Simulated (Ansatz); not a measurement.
# Fe2Ge (P6_3/mmc) in Ansatz: notebook

Runs on Fe2Ge. Level: PBEsol. Tasks: single point.

All numbers are computed with Ansatz 0.2.0; they aren't measurements. Logs are shortened: lines on timing, memory, paths and dates and some standing lists are left out, and cuts for length are marked.

### Step 1. The crystal as given

It takes space group P6_3/mmc (No. 194, hexagonal). Conventional cell: a = 4.133 Å, b = 4.133 Å, c = 5.009 Å, α = 90.00°, β = 90.00°, γ = 120.00°. Around Ge (site symmetry -6m2) lie 11 Fe at 2.39 to 2.69 Å. Fe (site symmetry -6m2) is surrounded by 5 Ge at 2.39 to 2.50 Å and 6 Fe at 2.69 Å. Around Fe (site symmetry -3m) lie 8 Fe at 2.50 to 2.69 Å and 6 Ge at 2.69 Å.

The cell is a database's computed one.

### Step 2. Single point, PBEsol, collinear spin, ferromagnetic start, 11.61 Å³/atom (volume scaled by 0.94)

File input.yaml:

```yaml
crystal:
  lattice:
    - [4.0485002183, 0.0, 0.0]
    - [-2.0242501092, 3.5061040363, 0.0]
    - [0.0, 0.0, 4.9065038812]
  atoms:
    - { symbol: Ge, position: [0.3333333333, 0.6666666667, 0.75] }
    - { symbol: Ge, position: [0.6666666667, 0.3333333333, 0.25] }
    - { symbol: Fe, position: [0.3333333333, 0.6666666667, 0.25], spin: 3.0 }
    - { symbol: Fe, position: [0.6666666667, 0.3333333333, 0.75], spin: 3.0 }
    - { symbol: Fe, position: [0.0, 0.0, 0.5], spin: 3.0 }
    - { symbol: Fe, position: [0.0, 0.0, 0.0], spin: 3.0 }
kpoints:
  mp_grid: { grid: [8, 8, 6] }
scf:
  occupations: { method: fermi_dirac, width: 0.05 }
hamiltonian:
  xc: pbesol
  pseudopotentials: { kind: all_electron, lapw: { basis_error: 0.001 } }
magnetization:
  spin_polarized: true
output:
  forces: true
  stress: true
  eigenvalues: true
```

Potentials or basis: all-electron LAPW, scalar-relativistic.

On the command line:

```bash
> ansatz run input.yaml --threads 4 --pin off --max-ram 14336MiB --backend cpu --events-out ev --progress --plain --runs-dir out
```

Output:

```text
Warning: RAYON_NUM_THREADS=4 ignored (pool sized by the plan → 4); use --threads N
LAPW: plane waves up to 9.646 Å⁻¹, error target 1.0e-3 eV per atom; small_component_spin mean_spin; Fe in spheres of 1.167 Å, 16 of its electrons in bands, Dirac shells []; Ge in spheres of 1.171 Å, 22 of its electrons in bands, Dirac shells [] (how accurate: hamiltonian.pseudopotentials.lapw.basis_error, Limitations)
Engine: ansatz 0.2.0, aarch64-unknown-linux-gnu
Pseudopotentials: kind: all_electron
Pseudopotential: Ge, LAPW, valence charge 22, lapw/all_electron/scalar/gaussian/Ge, Koelling and Harmon's equation, gaussian nucleus
Pseudopotential: Fe, LAPW, valence charge 16, lapw/all_electron/scalar/gaussian/Fe, Koelling and Harmon's equation, gaussian nucleus
Functional definition: PBEsol
  exchange = pbesol_x
  correlation = pbesol_c
Crystal: 6 atoms, lattice volume = 69.645 Å³
Basis set: ecut = 354.48375459067677 eV, 1047 PW (Γ), exchange–correlation at level 2
Bands: 72, of which v1, the nominal top of the filled ones, is band 54 counted from 1 (53 counted from 0)
Symmetry: 24 space group operations
Space group: P63/mmc (ITA 194), of the structure as read, at distance tolerance 4.1e-5 Å
Magnetic group: BNS 194.263 (UNI 1493), of the structure as read, at distance tolerance 4.1e-5 Å
k-points: 40 of 384
Non-local potential: Ge, projectors of the file, none
Non-local potential: Fe, projectors of the file, none
Initial density: superposition of atomic densities (chi_scale 0.1, normalization cell)
Starting moments: Σ|m| = 12 μB on 4 of 6 sites
Initial wavefunctions: plane waves of lowest kinetic energy (no species holds an atomic orbital)
Functional: x = pbesol(κ = 0.804, μ = 0.12345679012345678), c = pbesol(β = 0.046)
iter 1 solved again at ethr=1.02e-3 eV; its pass at ethr=1.00e-1 eV (dr2=1.10e0 eV) is discarded
SCF iter   1: F=—  HF=-252560.805412 eV  |F-HF|=—  |Δ(HF+E_count)|=         —  Δρ=5.03e-2 (↑3.76e-2 ↓5.03e-2)  dr2=1.10e0  dr2_m=1.10e0  M=7.745 μB ∫|m|=8.173 μB  β_m=0.30  ethr=1.02e-3  ⟨swp⟩=2.0  Hψ=36028  notcnv=0
Mixer restart at iter 1: flushing history
preconditioner: auto → Kerker (q_TF=auto, 2.935 Å⁻¹)  [metal: Δε(μ)=0.009 eV  Ē_g=15.916 eV  σ=0.050 eV  W_gap=0.05  n_scr=22 (ndim 8)  ℏωp=34.5 eV  f_vac=0.000  D(μ)=6.36/eV (n_scr^D=84)]
spin=Collinear: Kerker preconditioning applied to the charge; magnetization (m = ρ↑ − ρ↓) channel mixes plain (no charge-response kernel on spin).
SCF iter   2: F=—  HF=-252560.480994 eV  |F-HF|=—  |Δ(HF+E_count)|=   3.24e-1  Δρ=3.77e-2 (↑2.99e-2 ↓3.77e-2)  dr2=5.47e-1  dr2_m=6.63e-1  M=7.488 μB ∫|m|=7.940 μB  β_m=0.65  ethr=1.02e-3  ⟨swp⟩=2.0  Hψ=17140  notcnv=0
SCF iter   3: F=—  HF=-252560.639600 eV  |F-HF|=—  |Δ(HF+E_count)|=   1.59e-1  Δρ=1.79e-2 (↑8.67e-3 ↓1.79e-2)  dr2=7.97e-1  dr2_m=1.76e-2  M=6.940 μB ∫|m|=7.463 μB  β_m=0.51  ethr=5.06e-4  ⟨swp⟩=2.9  Hψ=17400  notcnv=0
iter 4 solved again at ethr=2.27e-5 eV; its pass at ethr=5.06e-4 eV (dr2=2.45e-2 eV) is discarded
SCF iter   4: F=—  HF=-252560.132006 eV  |F-HF|=—  |Δ(HF+E_count)|=   5.08e-1  Δρ=3.49e-3 (↑3.49e-3 ↓3.48e-3)  dr2=2.45e-2  dr2_m=3.65e-3  M=6.929 μB ∫|m|=7.428 μB  β_m=0.48  ethr=2.27e-5  ⟨swp⟩=2.0  Hψ=28723  notcnv=0
SCF iter   5: F=—  HF=-252560.131533 eV  |F-HF|=—  |Δ(HF+E_count)|=         —  Δρ=2.44e-3 (↑1.29e-3 ↓2.44e-3)  dr2=8.35e-3  dr2_m=9.92e-4  M=6.931 μB ∫|m|=7.425 μB  β_m=0.56  ethr=2.27e-5  ⟨swp⟩=2.3  Hψ=16009  notcnv=0
the basis was enlarged: its passes take 2.4 MiB over the memory plan, 4 of 4 planned eigensolver slots
SCF iter   6: F=—  HF=-252560.133629 eV  |F-HF|=—  |Δ(HF+E_count)|=   2.10e-3  Δρ=1.19e-3 (↑9.41e-4 ↓1.19e-3)  dr2=4.99e-3  dr2_m=8.32e-5  M=6.962 μB ∫|m|=7.451 μB  β_m=0.46  ethr=7.73e-6  ⟨swp⟩=2.0  Hψ=15865  notcnv=0
SCF iter   7: F=—  HF=-252560.131855 eV  |F-HF|=—  |Δ(HF+E_count)|=   1.77e-3  Δρ=9.45e-4 (↑5.63e-4 ↓9.45e-4)  dr2=2.37e-3  dr2_m=7.31e-5  M=6.949 μB ∫|m|=7.434 μB  β_m=0.60  ethr=4.62e-6  ⟨swp⟩=2.0  Hψ=15864  notcnv=0
SCF iter   8: F=—  HF=-252560.131315 eV  |F-HF|=—  |Δ(HF+E_count)|=   5.40e-4  Δρ=3.54e-4 (↑3.54e-4 ↓2.15e-4)  dr2=3.34e-4  dr2_m=1.06e-5  M=6.946 μB ∫|m|=7.430 μB  β_m=0.80  ethr=2.20e-6  ⟨swp⟩=2.0  Hψ=15864  notcnv=0
SCF iter   9: F=—  HF=-252560.131261 eV  |F-HF|=—  |Δ(HF+E_count)|=   5.41e-5  Δρ=7.53e-5 (↑7.27e-5 ↓7.53e-5)  dr2=1.56e-5  dr2_m=5.91e-7  M=6.949 μB ∫|m|=7.433 μB  β_m=0.90  ethr=3.09e-7  ⟨swp⟩=2.0  Hψ=15864  notcnv=0
SCF iter  10: F=—  HF=-252560.131257 eV  |F-HF|=—  |Δ(HF+E_count)|=   3.27e-6  Δρ=1.84e-5 (↑1.84e-5 ↓1.04e-5)  dr2=9.49e-7  dr2_m=1.77e-8  M=6.950 μB ∫|m|=7.434 μB  β_m=0.95  ethr=1.44e-8  ⟨swp⟩=2.0  Hψ=15867  notcnv=0
SCF iter  11: F=—  HF=-252560.131257 eV  |F-HF|=—  |Δ(HF+E_count)|=   2.99e-8  Δρ=7.28e-6 (↑3.45e-6 ↓7.28e-6)  dr2=1.25e-7  dr2_m=3.80e-9  M=6.951 μB ∫|m|=7.435 μB  β_m=0.95  ethr=8.79e-10  ⟨swp⟩=2.0  Hψ=15864  notcnv=0
SCF iter  12: F=—  HF=-252560.131257 eV  |F-HF|=—  |Δ(HF+E_count)|=   9.75e-9  Δρ=8.60e-7 (↑7.81e-7 ↓8.60e-7)  dr2=1.93e-9  dr2_m=5.11e-11  M=6.951 μB ∫|m|=7.435 μB  β_m=0.94  ethr=1.16e-10  ⟨swp⟩=2.0  Hψ=15864  notcnv=0
SCF iter  13: F=-252560.131257 eV  HF=-252560.131257 eV  |F-HF|=4.63e-9  |Δ(HF+E_count)|=   2.33e-9  Δρ=5.85e-7 (↑5.85e-7 ↓4.94e-7)  dr2=1.22e-9  dr2_m=4.34e-12  M=6.951 μB ∫|m|=7.435 μB  ethr=6.47e-12 (applied; sched 1.79e-12)  ⟨swp⟩=2.0  Hψ=15864  notcnv=0
SCF 1 converged in 13 iterations: F = -252560.131257 eV  dr2 = 1.22e-9
SCF converged after 13 iterations
Magnetization: 6.9508 μB (57.4754 up, 50.5246 down)
Absolute magnetization: 7.4348 μB (∫|ρ↑−ρ↓|)
Spin contamination: 0.1156 ħ² per cell (⟨S²⟩ above its minimum at these occupations)
Per-site moments (μB) at R_I (Å): [(-0.05923672524014911, 1.170661824641137), (-0.05923672524014911, 1.170661824641137), (1.2948652629001884, 1.1667408313870635), (1.2948652629001884, 1.1667408313870635), (2.264938450055716, 1.1667408313870635), (2.264938450055716, 1.1667408313870635)]
Free energy (F): -252560.131257 eV
Harris-Foulkes:  -252560.131257 eV  (|F-HF|=4.63e-9)
Internal energy: -252560.088192 eV  (E = F + TS)
E sigma→0 (E₀):  -252560.109725 eV
Entropy (-TS):   -0.043065 eV (-7.178 meV/atom)
Fermi energy:    19.814426 eV
--- Per-component energies (eV) ---
  E_band       = -2434.266164
  E_kinetic    = 256831.487518
  E_xc         = -10225.449630
  E_electrostatic = -499166.126080  (all electrons and nuclei)
  E_smearing   = -0.043065  (= −TS)
  E_closure    = 0.000000  (closes the sum)
  E_atoms      = -252510.635815  (free atoms, spherical and without spin; not in F)
  Σ components = -252560.131257   (vs F -252560.131257, Δ=0.00e0)
  Basis errors (estimates in eV, not in F): energy 3.1e-4 per atom: plane waves 2.8e-4 (1.5e-4 summed), levels above the bands 1.1e-98, relativity 1.4e-8, radial functions 3.1e-5, core shells 2.9e-8; eigenvalues (radial functions only) 6.4e-7; not estimated: angular momenta, meshes, grids; target (lapw.basis_error) 1.0e-3; muffin-tin radii Fe 1.167 Å, Ge 1.171 Å
--- Forces (eV/Å), atoms counted from 1 ---
  atom   1  Ge    -0.00000000    -0.00000000    -0.00000000
  atom   2  Ge     0.00000000     0.00000000     0.00000000
  atom   3  Fe    -0.00000000     0.00000000    -0.00000000
  atom   4  Fe     0.00000000    -0.00000000     0.00000000
  atom   5  Fe     0.00000000    -0.00000000     0.00000000
  atom   6  Fe     0.00000000     0.00000000    -0.00000000
  max |Σ_I F_I| component: 4.63e-18 eV/Å
--- Stress (GPa, compression-positive) ---
        1.110909       0.000000      -0.000000
        0.000000       1.110909       0.000000
       -0.000000       0.000000       0.775880
  P = ⅓ Tr σ = 0.9992 GPa (9.992 kbar)
--- Band table (eV; the first three rows and the last of 80) ---
  k-point 0 ↑: bands = ["-143.5141", "-143.5141", "-90.8482", "-90.8480", "-90.8141", "-90.8141", "-90.8140", "-90.8140", "-68.3724", "-68.3368", "-67.3010", "-67.3002", "-34.6310", "-34.6310", "-34.5957", "-34.5957", "-34.5841", "-34.2942", "-33.5570", "-33.5449", "-33.5449", "-33.5423", "-33.5349", "-33.5349", "-4.8597", "-4.8527", "-4.8291", "-4.8291", "-4.8076", "-4.8076", "-4.8061", "-4.8061", "-4.7911", "-4.7911", "6.8763", "10.9466", "13.6177", "14.3303", "14.3303", "15.6104", "16.0284", "16.0284", "16.0988", "16.0988", "16.1657", "16.1657", "18.0478", "18.0478", "18.2874", "18.2874", "18.3258", "18.4708", "18.4708", "19.2738", "19.2738", "19.4672", "20.0749", "22.2195", "22.7536", "22.7536", "22.7845", "23.0658", "23.0658", "24.2990", "24.5968", "24.5968", "28.6116", "28.6116", "29.6517", "30.2037", "30.2037", "30.8251"]
  k-point 1 ↑: bands = ["-143.5141", "-143.5141", "-90.8481", "-90.8480", "-90.8141", "-90.8141", "-90.8140", "-90.8140", "-68.3701", "-68.3392", "-67.3010", "-67.3003", "-34.6286", "-34.6286", "-34.5981", "-34.5981", "-34.5649", "-34.3139", "-33.5562", "-33.5442", "-33.5442", "-33.5434", "-33.5356", "-33.5356", "-4.8574", "-4.8513", "-4.8281", "-4.8281", "-4.8098", "-4.8098", "-4.8045", "-4.8045", "-4.7912", "-4.7912", "7.0504", "10.4189", "14.0134", "14.3831", "14.3831", "15.6197", "15.6197", "15.7182", "16.2020", "16.2020", "16.3926", "16.3926", "18.0685", "18.0685", "18.1265", "18.2758", "18.2758", "18.5509", "18.5509", "19.0380", "19.2364", "19.2364", "20.7724", "22.2195", "22.2655", "22.8177", "22.8177", "23.2328", "23.2328", "24.3848", "24.3848", "25.0165", "27.4277", "27.4277", "28.9638", "31.0282", "31.3515", "31.3515"]
  k-point 2 ↑: bands = ["-143.5141", "-143.5141", "-90.8481", "-90.8481", "-90.8141", "-90.8141", "-90.8140", "-90.8140", "-68.3635", "-68.3457", "-67.3008", "-67.3004", "-34.6222", "-34.6222", "-34.6046", "-34.6046", "-34.5123", "-34.3673", "-33.5538", "-33.5464", "-33.5424", "-33.5424", "-33.5374", "-33.5374", "-4.8523", "-4.8488", "-4.8251", "-4.8251", "-4.8148", "-4.8148", "-4.8005", "-4.8005", "-4.7925", "-4.7925", "7.5613", "9.3886", "14.5426", "14.5426", "14.7725", "15.1795", "15.1795", "15.8692", "16.3038", "16.3038", "16.5044", "16.5044", "17.7321", "18.1338", "18.1338", "18.2539", "18.2539", "18.4075", "18.7373", "18.7373", "19.1257", "19.1257", "21.4690", "21.6931", "23.0172", "23.0172", "23.0981", "23.6343", "23.6343", "24.0374", "24.0374", "25.8005", "25.9483", "25.9483", "28.0601", "28.6380", "32.7439", "32.7439"]
  k-point 39 ↓: bands = ["-143.5172", "-143.5172", "-90.8542", "-90.8542", "-90.8178", "-90.8178", "-90.8178", "-90.8178", "-65.8510", "-65.8510", "-65.7715", "-65.7715", "-32.1916", "-32.1916", "-32.1578", "-32.1578", "-32.1254", "-32.1254", "-32.0421", "-32.0421", "-31.9964", "-31.9964", "-31.9911", "-31.9911", "-4.8567", "-4.8567", "-4.8284", "-4.8284", "-4.8233", "-4.8233", "-4.8208", "-4.8208", "-4.8165", "-4.8165", "10.1325", "10.1325", "13.3703", "13.3703", "14.7230", "14.7230", "16.8221", "16.8221", "18.0767", "18.0767", "18.1475", "18.1475", "18.6546", "18.6546", "19.1988", "19.1988", "19.9538", "19.9538", "20.2274", "20.2274", "20.3472", "20.3472", "20.6655", "20.6655", "21.5573", "21.5573", "25.8690", "25.8690", "27.1645", "27.1645", "28.2357", "28.2357", "29.6594", "29.6594", "30.6899", "30.6899", "31.1003", "31.1003"]
```

It took 52 s on 4 threads of Arm Neoverse V2, shared host; peak memory 1.4 GiB.

What came out:

```yaml
Free_energy: -252560.1313 eV
Pressure: 1.0 GPa
Band_gap_on_the_k_mesh: none (metal or under the smearing width)
Net_moment: 6.95 μB per cell
Absolute_moment: 7.43 μB per cell
Site_moments: Ge -0.06; Fe +1.29, +2.26 μB
```

### Step 3. Single point, PBEsol, collinear spin, ferromagnetic start, 11.85 Å³/atom (volume scaled by 0.96)

Changes to input.yaml since step 2:

```diff
@@ -2,5 +2,5 @@
   lattice:
-    - [4.0485002183, 0.0, 0.0]
-    - [-2.0242501092, 3.5061040363, 0.0]
-    - [0.0, 0.0, 4.9065038812]
+    - [4.0770117226, 0.0, 0.0]
+    - [-2.0385058613, 3.5307957234, 0.0]
+    - [0.0, 0.0, 4.9410578639]
   atoms:
```

Potentials or basis: all-electron LAPW, scalar-relativistic.

On the command line:

```bash
> ansatz run input.yaml --threads 4 --pin off --max-ram 14336MiB --backend cpu --events-out ev --progress --plain --runs-dir out
```

Wall time 52 s (4 threads of Arm Neoverse V2, shared host); peak memory 1.4 GiB.

The run converged. Its results:

- Free energy: -252560.1221 eV
- Pressure: -2.9 GPa
- Band gap on the k mesh: none (metal or under the smearing width)
- Net moment: 7.14 μB per cell
- Absolute moment: 7.65 μB per cell
- Site moments: Ge -0.06; Fe +1.35, +2.32 μB

### Step 4. Single point, PBEsol, collinear spin, ferromagnetic start, 12.10 Å³/atom (volume scaled by 0.98)

Changes to input.yaml since step 3:

```diff
@@ -2,5 +2,5 @@
   lattice:
-    - [4.0770117226, 0.0, 0.0]
-    - [-2.0385058613, 3.5307957234, 0.0]
-    - [0.0, 0.0, 4.9410578639]
+    - [4.1051299334, 0.0, 0.0]
+    - [-2.0525649667, 3.5551468082, 0.0]
+    - [0.0, 0.0, 4.9751352019]
   atoms:
```

On the command line:

```bash
> ansatz run input.yaml --threads 4 --pin off --max-ram 14336MiB --backend cpu --events-out ev --progress --plain --runs-dir out
```

Run time: 52 s. Hardware: 4 threads of Arm Neoverse V2, shared host; peak memory 1.4 GiB.

It converged, with:

```
Free energy            : -252560.0792 eV
Pressure               : -6.3 GPa
Band gap on the k mesh : none (metal or under the smearing width)
Net moment             : 7.35 μB per cell
Absolute moment        : 7.90 μB per cell
Site moments           : Ge -0.07; Fe +1.41, +2.37 μB
```

### Step 5. Single point, PBEsol, collinear spin, ferromagnetic start, 12.35 Å³/atom

Changes to input.yaml since step 4:

```diff
@@ -2,5 +2,5 @@
   lattice:
-    - [4.1051299334, 0.0, 0.0]
-    - [-2.0525649667, 3.5551468082, 0.0]
-    - [0.0, 0.0, 4.9751352019]
+    - [4.1328681392, 0.0, 0.0]
+    - [-2.0664340696, 3.5791687991, 0.0]
+    - [0.0, 0.0, 5.008752]
   atoms:
```

On the command line:

```bash
> ansatz run input.yaml --threads 4 --pin off --max-ram 14336MiB --backend cpu --events-out ev --progress --plain --runs-dir out
```

It took 55 s on 4 threads of Arm Neoverse V2, shared host; peak memory 1.4 GiB.

Results (log left out):

* Free energy: -252560.0081 eV
* Pressure: -9.0 GPa
* Band gap on the k mesh: none (metal or under the smearing width)
* Net moment: 7.62 μB per cell
* Absolute moment: 8.21 μB per cell
* Site moments: Ge -0.07; Fe +1.51, +2.42 μB

### Step 6. Single point, PBEsol, collinear spin, ferromagnetic start, 12.60 Å³/atom (volume scaled by 1.02)

Changes to input.yaml since step 5:

```diff
@@ -2,5 +2,5 @@
   lattice:
-    - [4.1328681392, 0.0, 0.0]
-    - [-2.0664340696, 3.5791687991, 0.0]
-    - [0.0, 0.0, 5.008752]
+    - [4.1602389245, 0.0, 0.0]
+    - [-2.0801194623, 3.6028725945, 0.0]
+    - [0.0, 0.0, 5.0419235098]
   atoms:
```

Potentials or basis: all-electron LAPW, scalar-relativistic.

On the command line:

```bash
> ansatz run input.yaml --threads 4 --pin off --max-ram 14336MiB --backend cpu --events-out ev --progress --plain --runs-dir out
```

Wall time 55 s (4 threads of Arm Neoverse V2, shared host); peak memory 1.3 GiB.

Results (log left out):

* Free energy: -252559.9129 eV
* Pressure: -11.5 GPa
* Band gap on the k mesh: none (metal or under the smearing width)
* Net moment: 7.87 μB per cell
* Absolute moment: 8.49 μB per cell
* Site moments: Ge -0.08; Fe +1.59, +2.47 μB

### Step 7. Single point, PBEsol, collinear spin, ferromagnetic start, 12.84 Å³/atom (volume scaled by 1.04)

Changes to input.yaml since step 6:

```diff
@@ -2,5 +2,5 @@
   lattice:
-    - [4.1602389245, 0.0, 0.0]
-    - [-2.0801194623, 3.6028725945, 0.0]
-    - [0.0, 0.0, 5.0419235098]
+    - [4.18725422, 0.0, 0.0]
+    - [-2.09362711, 3.6262685267, 0.0]
+    - [0.0, 0.0, 5.0746641902]
   atoms:
```

On the command line:

```bash
> ansatz run input.yaml --threads 4 --pin off --max-ram 14336MiB --backend cpu --events-out ev --progress --plain --runs-dir out
```

It took 54 s on 4 threads of Arm Neoverse V2, shared host; peak memory 1.3 GiB.

The run converged. Its results:

- Free energy: -252559.7964 eV
- Pressure: -13.6 GPa
- Band gap on the k mesh: none (metal or under the smearing width)
- Net moment: 8.15 μB per cell
- Absolute moment: 8.79 μB per cell
- Site moments: Ge -0.08; Fe +1.70, +2.51 μB

### Step 8. Single point, PBEsol, collinear spin, ferromagnetic start, 13.09 Å³/atom (volume scaled by 1.06)

Changes to input.yaml since step 7:

```diff
@@ -2,5 +2,5 @@
   lattice:
-    - [4.18725422, 0.0, 0.0]
-    - [-2.09362711, 3.6262685267, 0.0]
-    - [0.0, 0.0, 5.0746641902]
+    - [4.2139253481, 0.0, 0.0]
+    - [-2.1069626741, 3.6493664012, 0.0]
+    - [0.0, 0.0, 5.1069877635]
   atoms:
```

On the command line:

```bash
> ansatz run input.yaml --threads 4 --pin off --max-ram 14336MiB --backend cpu --events-out ev --progress --plain --runs-dir out
```

It took 54 s on 4 threads of Arm Neoverse V2, shared host; peak memory 1.3 GiB.

It converged, with:

- Free energy: -252559.6628 eV
- Pressure: -15.3 GPa
- Band gap on the k mesh: none (metal or under the smearing width)
- Net moment: 8.47 μB per cell
- Absolute moment: 9.12 μB per cell
- Site moments: Ge -0.08; Fe +1.81, +2.55 μB

### Step 9. For comparison

An earlier run on the cell as given: functional PBEsol; potentials or basis all-electron LAPW, scalar-relativistic; cutoff 337 eV (chosen from the basis error); basis error allowed 0.001 eV/atom; k mesh 8 × 8 × 6; occupations fermi-dirac, width 0.05 eV; collinear spin, ferromagnetic start; starting moments [0.0, 0.0, 3.0, 3.0, 3.0, 3.0] μB.

* Pressure: -9.0 GPa
* Band gap on the k mesh: none (metal or under the smearing width)
* Net moment: 7.62 μB per cell
* Absolute moment: 8.21 μB per cell
* Site moments: Ge -0.07; Fe +1.51, +2.42 μB
* Loewdin charges: Ge -0.66; Fe +0.41, +0.58 e
